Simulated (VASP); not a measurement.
Set up this calculation in VASP 6.6.1, as the native input.

```
Task                            : G0W0 quasiparticle levels
Functional                      : PBEsol
Potentials or basis             : VASP PAW PBE potentials, release 64 (C_GW)
Cutoff                          : 450 eV
k mesh                          : 8 × 8 × 8
Occupations                     : gaussian, width 0.01 eV
Spin                            : no spin polarisation
Cutoff of the response function : 230
Empty bands                     : 220
GW scheme                       : G0W0
GW iterations                   : 1
Frequency points                : 50
Further INCAR settings          : ALGO = EVGW0; EDIFF = 1e-08; NBANDS = 224
```

The system is C.

```
CELL_PARAMETERS angstrom
0.00000 1.78337 1.78337
1.78337 0.00000 1.78337
1.78337 1.78337 0.00000
ATOMIC_POSITIONS crystal
C 0.00000 0.00000 0.00000
C 0.25000 0.25000 0.25000
```

This isn't the form of C at room conditions, which is graphite.

The input as run:

POSCAR

```
C
1.0
    0.0000000000      1.7833700000      1.7833700000
    1.7833700000      0.0000000000      1.7833700000
    1.7833700000      1.7833700000      0.0000000000
C
2
Direct
    0.0000000000      0.0000000000      0.0000000000
    0.2500000000      0.2500000000      0.2500000000
```

INCAR.step1

```
PREC = Accurate
ENCUT = 450
EDIFF = 1E-8
ISMEAR = 0
SIGMA = 0.01
LREAL = False
LASPH = True
NELM = 100
ALGO = Fast
LWAVE = True
LCHARG = False
GGA = PS
KPAR = 8
```

INCAR.step2

```
PREC = Accurate
ENCUT = 450
EDIFF = 1E-8
ISMEAR = 0
SIGMA = 0.01
LREAL = False
LASPH = True
NELM = 1
ALGO = Exact
LWAVE = True
LCHARG = False
GGA = PS
NBANDS = 224
LOPTICS = True
ISTART = 1
KPAR = 8
```

INCAR.step3

```
PREC = Accurate
ENCUT = 450
EDIFF = 1E-8
ISMEAR = 0
SIGMA = 0.01
LREAL = False
LASPH = True
ALGO = EVGW0
LWAVE = False
LCHARG = False
GGA = PS
NELMGW = 1
NBANDS = 224
ENCUTGW = 230
NOMEGA = 50
PRECFOCK = Fast
ISTART = 1
NBANDSGW = 12
KPAR = 8
```

KPOINTS

```
Automatic mesh
0
Gamma
  8 8 8
```

Potentials or basis: VASP PAW PBE potentials, release 64 (C_GW).

Run with:

```sh
$ cat potpaw_PBE.64/C_GW/POTCAR > POTCAR
$ cp INCAR.step1 INCAR
$ mpirun -np 8 vasp_std > vasp.out
$ cp INCAR.step2 INCAR
$ mpirun -np 8 vasp_std > vasp.out
$ cp INCAR.step3 INCAR
$ mpirun -np 8 vasp_std > vasp.out
```

It gave:

```yaml
Band_gap_on_the_k_mesh_mean-field_level: 4.01 eV, indirect (least direct gap 5.54 eV)
Quasiparticle_gap: 5.45 eV
Least_direct_quasiparticle_gap: 7.34 eV
```

Caveat: bands, screening cutoff and mesh are small and nothing is extrapolated, so the quasiparticle values aren't converged.

It took 110 s on 8 MPI ranks on Intel(R) Xeon(R) Platinum 8559C (Emerald Rapids), with other jobs on the host, peak memory 1.2 GiB a rank.
